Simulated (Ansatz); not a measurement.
# Ti: further runs on the relaxed cell

Aim: for Ti, see whether it has a gap, which orbitals make up the states near it and how charge is shared, compare with the cell as listed and fit an equation of state.

This is Ti in the fcc structure; at room conditions it is hcp.

Program: Ansatz 0.2.0. Level of theory: DFT PBEsol, scalar-relativistic, plane waves, PAW. These are calculated values, not measurements.

1 further run of the same task is left out (set aside as unsound or not needed).

## Step 1: The system as given

It takes space group Fm-3m (No. 225, cubic). Conventional cell: a = 4.056 Å, b = 4.056 Å, c = 4.056 Å, α = 90.00°, β = 90.00°, γ = 90.00°. Ti (site symmetry m-3m) is surrounded by 12 Ti at 2.87 Å.

Structure file:

```cif
data_structure
_symmetry_space_group_name_H-M 'Fm-3m'
_symmetry_Int_Tables_number 225
_cell_length_a 4.0558
_cell_length_b 4.0558
_cell_length_c 4.0558
_cell_angle_alpha 90.000
_cell_angle_beta 90.000
_cell_angle_gamma 90.000
_cell_volume 66.72
loop_
_atom_site_label
_atom_site_type_symbol
_atom_site_symmetry_multiplicity
_atom_site_Wyckoff_symbol
_atom_site_fract_x
_atom_site_fract_y
_atom_site_fract_z
_atom_site_occupancy
Ti1 Ti 4 a 0.00000 0.00000 0.00000 1
```

It is the result of an earlier relaxation at this level (volume 16.68 Å³/atom; gap on the mesh: none (metal)).

## Step 2: Static run: bands, density of states and charges

Input file input.yaml:

```yaml
crystal:
  lattice:
    - [0.0, 2.0279211515, 2.0279211515]
    - [2.0279211515, 0.0, 2.0279211515]
    - [2.0279211515, 2.0279211515, 0.0]
  atoms:
    - { symbol: Ti, position: [0.0, 0.0, 0.0] }
basis:
  ecutwfc: 420
kpoints:
  mp_grid: { grid: [18, 18, 18] }
  band_path:
    path:
      - [[0.0, 0.0, 0.0], [0.5, 0.0, 0.5], [0.625, 0.25, 0.625]]
      - [[0.375, 0.375, 0.75], [0.0, 0.0, 0.0], [0.5, 0.5, 0.5], [0.5, 0.25, 0.75], [0.5, 0.0, 0.5]]
    npoints: 14
hamiltonian:
  xc: pbesol
scf:
  occupations: { method: gaussian, width: 0.1 }
  n_extra_bands: 6
output:
  forces: true
  stress: true
  eigenvalues: true
  populations: true
  dos: { projected: true, de: 0.02, nscf_kmesh: { grid: [27, 27, 27] } }
  bader: true
  write_density: true
  write_potential: true
  elf: true
  volumetric_format: npy
```

Launch:

```
$ ansatz run input.yaml --threads 1 --pin off --max-ram 2560MiB --backend cpu --events-out ev --progress --plain --runs-dir out
```

The program printed (excerpt; [...] marks lines left out):

```text
Warning: RAYON_NUM_THREADS=1 ignored (pool sized by the plan → 1); use --threads N
scf.n_extra_bands = 6 over 6 filled bands (N_el = 12.0): the run solves 12 bands
[...]
Pseudopotentials: kind: paw
Pseudopotential: Ti, paw, valence charge 12, recommended cutoff 420 eV (normal), Ti.paw.azcp
Functional definition: PBEsol
[...]
Crystal: 1 atoms, lattice volume = 16.680 Å³
Basis set: ecut = 420 eV, 331 PW (Γ), exchange–correlation on 40×40×40 points (8 copies of the dense FFT grid, shifted against one another)
Bands: 12, of which v1, the nominal top of the filled ones, is band 6 counted from 1 (5 counted from 0)
Symmetry: 48 space group operations
Space group: Fm-3m (ITA 225), of the structure as read, at distance tolerance 2.6e-5 Å
k-points: 195 of 5832
[...]
SCF iter   1: F=—  HF=-2473.846320 eV  |F-HF|=—  |Δ(HF+E_count)|=         —  Δρ=6.69e-3  dr2=5.43e-3  ethr=1.77e-3  ⟨swp⟩=4.7  Hψ=11576  notcnv=0
[...]
SCF iter   6: F=-2473.844476 eV  HF=-2473.844476 eV  |F-HF|=2.73e-12  |Δ(HF+E_count)|=   2.22e-9  Δρ=6.79e-7  dr2=3.78e-11  ethr=1.14e-10  ⟨swp⟩=6.1  Hψ=11693  notcnv=0
[...]
NSCF: frozen V_eff on 86 k-points
NSCF: frozen V_eff on 560 k-points
SCF converged after 6 iterations
Free energy (F): -2473.844476 eV
[...]
E sigma→0 (E₀):  -2473.840234 eV
Entropy (-TS):   -0.008484 eV (-8.484 meV/atom)
Fermi energy:    13.786877 eV
[...]
--- Forces (eV/Å), atoms counted from 1 ---
  atom   1  Ti    -0.00000000     0.00000000     0.00000000
[...]
--- Stress (GPa, compression-positive) ---
       -0.001119       0.000000      -0.000000
       -0.000000      -0.001119      -0.000000
       -0.000000      -0.000000      -0.001119
  P = ⅓ Tr σ = -0.0011 GPa (-0.011 kbar)
--- Band table (eV; the first three rows and the last of 195) ---
  k-point 0: bands = ["-42.5782", "-18.4986", "-18.4986", "-18.4986", "7.6198", "14.6917", "14.6917", "14.6917", "16.4158", "16.4158", "29.2718", "33.9027"]
[...]
--- Löwdin populations: 1 site ---
  site symbol       q [e]
     0     Ti     11.8704
  spilling = 0.010803 (of n_electrons = 12.000000)
--- Bader charges: 1 site ---
  site symbol  charge [e]  shift [e]
     0     Ti      0.0000     0.0000
  estimated error of the sums over rays = 4.3e-5 e
```

Run time: 6.3 s. Hardware: 1 thread of Intel Xeon Platinum 8488C (Sapphire Rapids), shared host; peak memory 0.39 GiB.

Per atom:

```tsv
atom	Löwdin electrons	Bader charge (e)	Bader volume (Å³)
Ti1	11.87	+0.00	16.7
```

bands.tsv at the labelled points (eV, zero at the Fermi level; the bands nearest the Fermi level):

```
point  band 5  band 6  band 7  band 8  band 9  band 10
    Γ   -6.17    0.91    0.91    0.91    2.63     2.63
    X   -2.73   -1.83    3.01    3.77    4.09     4.09
    U   -1.83   -1.28    0.73    2.71    3.64     7.52
    K   -1.83   -1.28    0.73    2.71    3.64     7.52
    Γ   -6.17    0.91    0.91    0.91    2.63     2.63
    L   -2.68    0.73    0.77    0.77    3.79     3.79
    W   -1.63   -0.40   -0.40    2.22    4.09     8.75
    X   -2.73   -1.83    3.01    3.77    4.09     4.09
```

States per cell in windows of 1 eV, from dos.tsv and pdos.tsv (zero at the Fermi level):

```csv
from,to,total,Ti 4s,Ti 3d
-6,-5,0.07,0.06,0.00
-5,-4,0.14,0.12,0.01
-4,-3,0.26,0.19,0.05
-3,-2,0.83,0.28,0.53
-2,-1,1.25,0.10,1.11
-1,0,1.43,0.05,1.28
0,1,1.64,0.09,1.44
1,2,1.48,0.04,1.40
2,3,1.52,0.03,1.46
3,4,1.94,0.04,1.87
4,5,0.57,0.10,0.39
5,6,0.40,0.10,0.15
```

A further 8 or so states lie below the table's range.

Axes a, b and c in the maps are those of this run's conventional cell (a, b, c = 4.056, 4.056, 4.056 Å).

Density in a lattice plane of the grid's cell (edges 4.06 and 4.06 Å, at 0.000 of the third edge), which holds Ti.

Ten even steps from ' ' (0.17 e/Å³) to '@' (10.23 e/Å³):
```
@@%%**==..                              ..==**%%
****==::..                              ..::==**
--::::..                                  ..::::
                                                
                                                
                                                
                  ..::::--::::..                
                ..::==******==::..              
                ..==**%%@@%%**==..              
                ::==##@@@@@@##==::              
                ..==**%%@@%%**==..              
                ..::==******==::..              
                  ..::::--::::..                
                                                
                                                
                                                
--::::..                                  ..::::
****==::..                              ..::==**
@@%%**==..                              ..==**%%
@@@@##==::                              ::==##@@
```
Columns run along the first of these edges and rows up along the second, over one cell in 24 and 20 even steps from the bottom left corner. Atoms in the plane (fractional): Ti at (0.00, 0.00), Ti at (0.50, 0.50).

ELF in the same plane.

Values, 12 rows by 12 columns:
```
0.37 0.59 0.44 0.13 0.32 0.60 0.66 0.60 0.32 0.13 0.44 0.59
0.51 0.44 0.20 0.17 0.31 0.32 0.30 0.32 0.31 0.17 0.21 0.44
0.14 0.13 0.17 0.22 0.17 0.13 0.14 0.13 0.17 0.22 0.17 0.13
0.30 0.32 0.31 0.17 0.20 0.44 0.51 0.44 0.21 0.17 0.31 0.32
0.66 0.60 0.32 0.13 0.44 0.59 0.37 0.59 0.44 0.13 0.32 0.60
0.74 0.66 0.30 0.14 0.51 0.37 0.00 0.37 0.51 0.14 0.30 0.66
0.66 0.60 0.32 0.13 0.44 0.59 0.37 0.59 0.44 0.13 0.32 0.60
0.30 0.32 0.31 0.17 0.21 0.44 0.51 0.44 0.20 0.17 0.31 0.32
0.14 0.13 0.17 0.22 0.17 0.13 0.14 0.13 0.17 0.22 0.17 0.13
0.51 0.44 0.21 0.17 0.31 0.32 0.30 0.32 0.31 0.17 0.20 0.44
0.37 0.59 0.44 0.13 0.32 0.60 0.66 0.60 0.32 0.13 0.44 0.59
0.00 0.37 0.51 0.14 0.30 0.66 0.74 0.66 0.30 0.14 0.51 0.37
```
Columns run along the first of these edges and rows up along the second, over one cell in 12 and 12 even steps from the bottom left corner. Atoms in the plane (fractional): Ti at (0.00, 0.00), Ti at (0.50, 0.50).

Both are smooth fields of the valence electrons: close to the nuclei they are not physical.

The highest ELF values outside the cores: 0.74 between the atoms, 2.0 Å from Ti.

## Step 3: The cell as listed, for comparison

Input file input.yaml:

```yaml
crystal:
  lattice:
    - [0.0, 2.03, 2.03]
    - [2.03, 0.0, 2.03]
    - [2.03, 2.03, 0.0]
  atoms:
    - { symbol: Ti, position: [0.0, 0.0, 0.0] }
basis:
  ecutwfc: 420
kpoints:
  mp_grid: { grid: [18, 18, 18] }
hamiltonian:
  xc: pbesol
scf:
  occupations: { method: gaussian, width: 0.1 }
output:
  forces: true
  stress: true
  eigenvalues: true
  populations: true
```

Launch:

```
$ ansatz run input.yaml --threads 1 --pin off --max-ram 2560MiB --backend cpu --events-out ev --progress --plain --runs-dir out
```

The program printed (excerpt; [...] marks lines left out):

```text
Warning: RAYON_NUM_THREADS=1 ignored (pool sized by the plan → 1); use --threads N
[...]
[... 3 set-up lines as earlier in the session ...]
[...]
Crystal: 1 atoms, lattice volume = 16.731 Å³
Basis set: ecut = 420 eV, 331 PW (Γ), exchange–correlation on 40×40×40 points (8 copies of the dense FFT grid, shifted against one another)
Bands: 10, of which v1, the nominal top of the filled ones, is band 6 counted from 1 (5 counted from 0)
[... 2 set-up lines as earlier in the session ...]
k-points: 195 of 5832
[...]
SCF iter   1: F=—  HF=-2473.846321 eV  |F-HF|=—  |Δ(HF+E_count)|=         —  Δρ=6.75e-3  dr2=5.61e-3  ethr=1.77e-3  ⟨swp⟩=4.4  Hψ=10186  notcnv=0
[...]
SCF iter   6: F=-2473.844420 eV  HF=-2473.844420 eV  |F-HF|=5.00e-12  |Δ(HF+E_count)|=  3.18e-10  Δρ=4.53e-7  dr2=1.92e-11  ethr=3.05e-11  ⟨swp⟩=1.6  Hψ=5815  notcnv=0
[...]
SCF converged after 6 iterations
Free energy (F): -2473.844420 eV
[...]
E sigma→0 (E₀):  -2473.840164 eV
Entropy (-TS):   -0.008513 eV (-8.513 meV/atom)
Fermi energy:    13.736697 eV
[...]
--- Forces (eV/Å), atoms counted from 1 ---
  atom   1  Ti    -0.00000000    -0.00000000    -0.00000000
[...]
--- Stress (GPa, compression-positive) ---
       -0.350447       0.000000      -0.000000
       -0.000000      -0.350447       0.000000
       -0.000000      -0.000000      -0.350447
  P = ⅓ Tr σ = -0.3504 GPa (-3.504 kbar)
--- Band table (eV; the first three rows and the last of 195) ---
  k-point 0: bands = ["-42.6337", "-18.5580", "-18.5580", "-18.5580", "7.5760", "14.6398", "14.6398", "14.6398", "16.3566", "16.3566"]
[...]
--- Löwdin populations: 1 site ---
  site symbol       q [e]
     0     Ti     11.8697
  spilling = 0.010860 (of n_electrons = 12.000000)
```

Wall time 1.8 s (1 thread of Intel Xeon Platinum 8488C (Sapphire Rapids), shared host); peak memory 0.38 GiB.

By site:

```tsv
atom	Löwdin electrons
Ti1	11.87
```

## Step 4: Point at V/V0 = 0.97

Edit input.yaml of step 3 so:

```diff
@@ -2,5 +2,5 @@
   lattice:
-    - [0.0, 2.03, 2.03]
-    - [2.03, 0.0, 2.03]
-    - [2.03, 2.03, 0.0]
+    - [0.0, 2.0074356988, 2.0074356988]
+    - [2.0074356988, 0.0, 2.0074356988]
+    - [2.0074356988, 2.0074356988, 0.0]
   atoms:
@@ -19,2 +19 @@
   eigenvalues: true
-  populations: true
```

Launch:

```
$ ansatz run input.yaml --threads 1 --pin off --max-ram 2560MiB --backend cpu --events-out ev --progress --plain --runs-dir out
```

The program printed (excerpt; [...] marks lines left out):

```text
Warning: RAYON_NUM_THREADS=1 ignored (pool sized by the plan → 1); use --threads N
[...]
[... 3 set-up lines as earlier in the session ...]
[...]
Crystal: 1 atoms, lattice volume = 16.179 Å³
Basis set: ecut = 420 eV, 331 PW (Γ), exchange–correlation on 40×40×40 points (8 copies of the dense FFT grid, shifted against one another)
Bands: 10, of which v1, the nominal top of the filled ones, is band 6 counted from 1 (5 counted from 0)
[... 1 set-up line as earlier in the session ...]
Space group: Fm-3m (ITA 225), of the structure as read, at distance tolerance 2.5e-5 Å
k-points: 195 of 5832
[...]
SCF iter   1: F=—  HF=-2473.840646 eV  |F-HF|=—  |Δ(HF+E_count)|=         —  Δρ=6.72e-3  dr2=5.13e-3  ethr=1.77e-3  ⟨swp⟩=4.4  Hψ=10166  notcnv=0
[...]
SCF iter   6: F=-2473.838890 eV  HF=-2473.838890 eV  |F-HF|=3.18e-12  |Δ(HF+E_count)|=  1.93e-10  Δρ=3.16e-7  dr2=4.64e-12  ethr=2.55e-11  ⟨swp⟩=1.4  Hψ=5825  notcnv=0
[...]
SCF converged after 6 iterations
Free energy (F): -2473.838890 eV
[...]
E sigma→0 (E₀):  -2473.834804 eV
Entropy (-TS):   -0.008172 eV (-8.172 meV/atom)
Fermi energy:    14.291669 eV
[...]
--- Forces (eV/Å), atoms counted from 1 ---
  atom   1  Ti    -0.00000000     0.00000000     0.00000000
[...]
--- Stress (GPa, compression-positive) ---
        3.659442       0.000000      -0.000000
       -0.000000       3.659442      -0.000000
       -0.000000      -0.000000       3.659442
  P = ⅓ Tr σ = 3.6594 GPa (36.594 kbar)
--- Band table (eV; the first three rows and the last of 195) ---
  k-point 0: bands = ["-42.0226", "-17.9017", "-17.9017", "-17.9017", "8.0628", "15.2127", "15.2127", "15.2127", "17.0111", "17.0111"]
[...]
```

Wall time 1.4 s (1 thread of Intel Xeon Platinum 8488C (Sapphire Rapids), shared host); peak memory 0.37 GiB.

(Part 1 of 2 ends here.)
